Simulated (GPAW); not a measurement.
# PbS (Galena) (Fm-3m) in GPAW: settings compared

One crystal, PbS (Galena), is run at these levels: LDA, PBE; tasks: equation of state, G0W0 quasiparticle levels, dielectric tensor.

Program: GPAW 26.7.0. These are calculated values, not measurements. Logs are shortened: lines on timing, memory, paths and dates and some standing lists are left out, and cuts for length are marked. The log counts tension as positive stress, the text compression.

**Measured values to compare with.**

From a printed reference work, monograph, for a bulk crystal of PbS at 300 K: high-frequency dielectric constant 17.2.

The runs below are set against these values where they give the same quantity.

## Step 1: The structure

It takes space group Fm-3m (No. 225, cubic). The conventional cell has a = 5.931 Å, b = 5.931 Å, c = 5.931 Å, α = 90.00°, β = 90.00°, γ = 90.00°. Pb (site symmetry m-3m) is surrounded by 6 S at 2.97 Å. Around S (site symmetry m-3m) lie 6 Pb at 2.97 Å.

## Step 2: Equation of state, LDA

Contents of run.py:

```python
from ase.eos import EquationOfState
from ase.io import Trajectory, read
from ase.units import GPa
from gpaw import GPAW, PW

atoms = read('POSCAR')

traj = Trajectory('eos.traj', 'w')
volumes, energies = [], []
for x in [0.94, 0.96, 0.98, 1.0, 1.02, 1.04, 1.06]:
    a = atoms.copy()
    a.set_cell(atoms.cell * x**(1 / 3), scale_atoms=True)
    calc = GPAW(mode=PW(800),
                xc='LDA',
                kpts={'size': (6, 6, 6), 'gamma': True},
                occupations={'name': 'fermi-dirac', 'width': 0.05},
                setups='hgh',
                nbands=-9,
                convergence={'density': 1e-05, 'energy': 1e-05},
                maxiter=150,
                txt=f'eos-{x:.2f}.txt')
    a.calc = calc
    energies.append(a.get_potential_energy(force_consistent=True))
    volumes.append(a.get_volume())
    p = -a.get_stress()[:3].mean() / GPa
    calc.write(f'eos-{x:.2f}.gpw')
    traj.write(a)
    print(f'{x:.2f} {volumes[-1]:10.4f} A^3 {energies[-1]:14.6f} eV {p:9.3f} GPa', flush=True)

v0, e0, B = EquationOfState(volumes, energies, eos='birchmurnaghan').fit()
print(f'V0 = {v0:.4f} A^3, E0 = {e0:.6f} eV, B0 = {B / GPa:.2f} GPa')
```

Contents of POSCAR:

```
PbS
1.0
    0.0000000000      2.9657500000      2.9657500000
    2.9657500000      0.0000000000      2.9657500000
    2.9657500000      2.9657500000      0.0000000000
Pb S
1 1
Direct
    0.0000000000      0.0000000000      0.0000000000
    0.5000000000      0.5000000000      0.5000000000
```

Potentials or basis: HGH pseudopotentials, pw.

Launch:

```
$ OMP_NUM_THREADS=1 python run.py
```

The log of the run:

```text
__  _  _
 | _ |_)|_||  |
 |__||  | ||/\| - 26.7.0

Input parameters:
  mode=PW(ecut=800.0),
  convergence={'density': 1e-05, 'energy': 1e-05},
  kpts=MonkhorstPack(size=(6, 6, 6), gamma=True),
  maxiter=150,
  nbands=-9,
  occupations=Occupations(name='fermi-dirac', width=0.05),
  setups={'default': 'hgh'},
  xc=XC(name='LDA')

Diagonalizing LCAO Hamiltonian
Converting LCAO to pw mode

                S

       Pb

Atoms  # Å, Bohr magnetons
|   | symbol |        x |        y |        z |    initial magnetic moments |
|---|--------|----------|----------|----------|-----------------------------|
| 0 |     Pb | 0.000000 | 0.000000 | 0.000000 | ( 0.0000,  0.0000,  0.0000) |
| 1 |      S | 2.905208 | 2.905208 | 2.905208 | ( 0.0000,  0.0000,  0.0000) |

Unit cell  # Å
| periodic |        x |        y |        z |  lengths |    angles |
|----------|----------|----------|----------|----------|-----------|
|      yes | 0.000000 | 2.905208 | 2.905208 | 4.108584 | 60.000000 |
|      yes | 2.905208 | 0.000000 | 2.905208 | 4.108584 | 60.000000 |
|      yes | 2.905208 | 2.905208 | 0.000000 | 4.108584 | 60.000000 |

Number of symmetries: 48
Symmetry operations  # r_c * U_cc + t_c -> r_c
|    | kind |            matrix            |
|----|------|------------------------------|
|  0 |  σ   |  1, 0, 0,  1, 0,-1,  1,-1, 0 |
|  1 |  C2  |  1, 0, 0,  1,-1, 0,  1, 0,-1 |
|  2 |  E   |  1, 0, 0,  0, 1, 0,  0, 0, 1 |
|  3 |  σ   |  1, 0, 0,  0, 0, 1,  0, 1, 0 |
|  4 |  C4  |  1, 0,-1,  1, 0, 0,  1,-1, 0 |
|  5 |  S6  |  1, 0,-1,  1,-1, 0,  1, 0, 0 |
|  6 |  σ   |  1, 0,-1,  0, 1,-1,  0, 0,-1 |
|  7 |  C3  |  1, 0,-1,  0, 0,-1,  0, 1,-1 |
|  8 |  S6  |  1,-1, 0,  1, 0, 0,  1, 0,-1 |
|  9 |  C4  |  1,-1, 0,  1, 0,-1,  1, 0, 0 |
| 10 |  C3  |  1,-1, 0,  0,-1, 1,  0,-1, 0 |
| 11 |  σ   |  1,-1, 0,  0,-1, 0,  0,-1, 1 |
| 12 |  σ   |  0, 1, 0,  1, 0, 0,  0, 0, 1 |
| 13 |  C4  |  0, 1, 0,  0, 1,-1, -1, 1, 0 |
| 14 |  C3  |  0, 1, 0,  0, 0, 1,  1, 0, 0 |
| 15 |  S6  |  0, 1, 0, -1, 1, 0,  0, 1,-1 |
| 16 |  C2  |  0, 1,-1,  1, 0,-1,  0, 0,-1 |
| 17 |  σ   |  0, 1,-1,  0, 1, 0, -1, 1, 0 |
| 18 |  S4  |  0, 1,-1,  0, 0,-1,  1, 0,-1 |
| 19 |  C4  |  0, 1,-1, -1, 1, 0,  0, 1, 0 |
| 20 |  C3  |  0, 0, 1,  1, 0, 0,  0, 1, 0 |
| 21 |  σ   |  0, 0, 1,  0, 1, 0,  1, 0, 0 |
| 22 |  S6  |  0, 0, 1,  0,-1, 1, -1, 0, 1 |
| 23 |  C4  |  0, 0, 1, -1, 0, 1,  0,-1, 1 |
| 24 |  S4  |  0, 0,-1,  1, 0,-1,  0, 1,-1 |
| 25 |  C3  |  0, 0,-1,  0, 1,-1,  1, 0,-1 |
| 26 |  C2  |  0, 0,-1,  0,-1, 0, -1, 0, 0 |
| 27 |  S6  |  0, 0,-1, -1, 0, 0,  0,-1, 0 |
| 28 |  S4  |  0,-1, 1,  1,-1, 0,  0,-1, 0 |
| 29 |  C4  |  0,-1, 1,  0, 0, 1, -1, 0, 1 |
| 30 |  C2  |  0,-1, 1,  0,-1, 0,  1,-1, 0 |
| 31 |  σ   |  0,-1, 1, -1, 0, 1,  0, 0, 1 |
| 32 |  C3  |  0,-1, 0,  1,-1, 0,  0,-1, 1 |
| 33 |  S6  |  0,-1, 0,  0, 0,-1, -1, 0, 0 |
| 34 |  S4  |  0,-1, 0,  0,-1, 1,  1,-1, 0 |
| 35 |  C2  |  0,-1, 0, -1, 0, 0,  0, 0,-1 |
| 36 |  C2  | -1, 1, 0,  0, 1, 0,  0, 1,-1 |
| 37 |  S6  | -1, 1, 0,  0, 1,-1,  0, 1, 0 |
| 38 |  S4  | -1, 1, 0, -1, 0, 1, -1, 0, 0 |
| 39 |  C3  | -1, 1, 0, -1, 0, 0, -1, 0, 1 |
| 40 |  S6  | -1, 0, 1,  0, 0, 1,  0,-1, 1 |
| 41 |  C2  | -1, 0, 1,  0,-1, 1,  0, 0, 1 |
| 42 |  C3  | -1, 0, 1, -1, 1, 0, -1, 0, 0 |
| 43 |  S4  | -1, 0, 1, -1, 0, 0, -1, 1, 0 |
| 44 |  C2  | -1, 0, 0,  0, 0,-1,  0,-1, 0 |
| 45 |  i   | -1, 0, 0,  0,-1, 0,  0, 0,-1 |
| 46 |  σ   | -1, 0, 0, -1, 1, 0, -1, 0, 1 |
| 47 |  C2  | -1, 0, 0, -1, 0, 1, -1, 1, 0 |

BZ-sampling:
  Number of BZ points: 216
  Number of IBZ points: 16

  Monkhorst-Pack size: [6, 6, 6]
  Monkhorst-Pack shift: [0.08333333333333333, 0.08333333333333333, 0.08333333333333333]

K-points  # in reciprocal-cell coordinates
|     |                                coordinates |     weight |
|-----|--------------------------------------------|------------|
|   0 | (  0.00000000,   0.00000000,   0.00000000) | 0.00462963 |
|   1 | (  0.16666667,   0.16666667,   0.00000000) | 0.02777778 |
|   2 | (  0.16666667,   0.16666667,   0.16666667) | 0.03703704 |
|   3 | (  0.33333333,   0.16666667,   0.16666667) | 0.05555556 |
|   4 | (  0.33333333,   0.33333333,  -0.33333333) | 0.05555556 |
|   5 | (  0.33333333,   0.33333333,   0.00000000) | 0.02777778 |
|   6 | (  0.33333333,   0.33333333,   0.16666667) | 0.11111111 |
|   7 | (  0.33333333,   0.33333333,   0.33333333) | 0.03703704 |
|   8 | (  0.50000000,   0.33333333,  -0.33333333) | 0.11111111 |
|   9 | (  0.50000000,   0.33333333,  -0.16666667) | 0.05555556 |
| ... |                                            |            |
|  15 | (  0.50000000,   0.50000000,   0.50000000) | 0.01851852 |

Plane wave coefficients: 2565
Cutoff: 800.0 eV

Spin-components: 1 (collinear spins)
Bands:           14
Projectors:      10
Spin-degeneracy: 2
Datatype:        complex128

Parallelization:
  kpt:    1
  domain: 1
  band:   1

Density:
  Valence electrons: 10.0
  Components: 1
  Grid points: [27 27 27]
  Charge: 0.0  # |e|

Potential:
  Grid points: [27 27 27]

species:
  HGH setup for Pb
      Valence Z=4, rloc=0.61750
      Local part coeffs: 0.75314
      Projectors:
          l=0, rc=0.70526
          l=1, rc=0.84664
          l=2, rc=0.97194
      Diagonal coefficients of nonlocal parts:
          l=0:  1.97993, -0.16496, -0.80606
          l=1:  0.86442, -0.54097
          l=2:  0.37497

    LCAO basis set for Pb:
      Name: atompaw.sz
      This basis set was not loaded from a file
      Number of radial functions: 2
      Number of spherical harmonics: 4
        l=0, rc=8.9500 Bohr: 1s e=-0.446 f=2.000
        l=1, rc=8.9500 Bohr: 1p e=-0.132 f=2.000
      Number of RI-basis functions 0

  HGH setup for S
      Valence Z=6, rloc=0.42000
      Local part coeffs: -6.55449
      Projectors:
          l=0, rc=0.36176
          l=1, rc=0.40529
      Diagonal coefficients of nonlocal parts:
          l=0:  7.90530,  4.47170
          l=1:  3.86658,  0.00000

    LCAO basis set for S:
      Name: atompaw.sz
      This basis set was not loaded from a file
      Number of radial functions: 2
      Number of spherical harmonics: 4
        l=0, rc=8.9500 Bohr: 1s e=-0.635 f=2.000
        l=1, rc=8.9500 Bohr: 1p e=-0.261 f=4.000
      Number of RI-basis functions 0

Reference energy: 0.000000  # eV

eigensolver:
  PPCG
  Converge bands: occupied
  niter=2

density mixing:
  MSR1-Mixer
  Pratt-step length: 0.05
  Maximum mixing coefficient: 0.75
  Old densities: 10
  SVD Regularization: 0.005
  Good broyden scale: 1.0
  Trust region scale: 1.0
  Backstep threshold: 4.0
  History deletion threshold: 6.0
  Fourier metric: weight=20.0, sigma=0.015

occupation numbers:
  Fermi-Dirac:
    width: 0.0500  # eV

poisson solver:
  ecut: 6400.0  # eV

xc functional:
  name: None

convergence criteria:
- Maximum integral of absolute [dens]ity change: 1e-05 electrons / valence electron
- Maximum [total energy] change in last 3 cyles: 1e-05 eV / valence electron
- Maximum integral of absolute [eigenst]ate change: 4e-08 eV^2 / valence electron
maximum number of iterations: 150

SCF iterations
|iter     | |      energy | eigst |  dens |
|---------|-|-------------|-------|-------|
|iter:   1| | -379.710660 | -0.30 |       |
|iter:   2| | -379.630545 | -1.70 | -0.90 |
|iter:   3| | -379.346059 | -2.09 | -0.95 |
|iter:   4| | -379.344239 | -3.79 | -1.64 |
|iter:   5| | -379.343847 | -4.58 | -1.97 |
|iter:   6| | -379.343843 | -6.25 | -3.18 |
|iter:   7| | -379.343843c| -7.76c| -3.65 |
|iter:   8| | -379.343843c| -8.69c| -4.66 |
|iter:   9| | -379.343843c| -9.44c| -5.15c|

Converged in 9 steps
Energy contributions relative to reference atoms: (reference = 0.000000)

Energy contributions:
  Kinetic:         202.060493
  Coulomb:        -475.851628
  Zero:            -17.459017
  External:          0.000000
  Xc:              -88.092410
  Entropy:          -0.002563
  Spinorbit:         0.000000
  ----------------------------
  Free energy:    -379.345125
  Extrapolated:   -379.343843

dipole moment: (-11.620830, -11.620830, -11.620830)  # |e|*Ang

Fermi level: 4.592
Eigenvalues  # (at kpt = [0.000, 0.000, 0.000])
| band index |      eig [eV] | occ [0-2] |
|------------|---------------|-----------|
|          0 |        -9.636 |     2.000 |
|          1 |        -1.486 |     2.000 |
|          2 |         2.117 |     2.000 |
|          3 |         2.117 |     2.000 |
|          4 |         2.117 |     2.000 |
|          5 |         9.735 |     0.000 |
|          6 |         9.735 |     0.000 |
|          7 |         9.735 |     0.000 |
|          8 |        10.981 |     0.000 |
|          9 |        10.981 |     0.000 |
|         10 |        10.981 |     0.000 |
|         11 |        13.376 |     0.000 |
|         12 |        13.412 |     0.000 |
|         13 |        13.989 |     0.000 |

Gap: 0.010 eV
Transition (v -> c):
  (s=0, k=15, n=4, [0.50, 0.50, 0.50]) -> (s=0, k=15, n=5, [0.50, 0.50, 0.50])
No difference between direct/indirect transitions

Stress tensor  # eV/Ang^3
|        x |         y |         z |
|----------|-----------|-----------|
| 0.004453 |  0.000000 |  0.000000 |
| 0.000000 |  0.004453 | -0.000000 |
| 0.000000 | -0.000000 |  0.004453 |

# Writing to eos-0.94.gpw (mode='')
```

Run time: 47 s. Hardware: 1 thread of AMD EPYC 9R14 (Zen 4), shared host; peak memory 0.23 GiB.

What came out:

```yaml
Equilibrium_volume: "24.31 Å³/atom (rough: see the caveat)"
Bulk_modulus: 60 GPa (rough)
```

Energy against volume, from the lowest point:
| volume (Å³/atom) | energy (meV/atom) |
| --- | --- |
| 24.521 | 0.00 |
| 25.042 | 3.66 |
| 25.564 | 10.97 |
| 26.086 | 21.63 |
| 26.607 | 35.31 |
| 27.129 | 51.76 |
| 27.651 | 70.66 |

Caveat: the minimum lies outside the volumes run; HGH potentials are hard and often keep d shells in the core, so these values are rough.

(Part 1 of 3 ends here.)
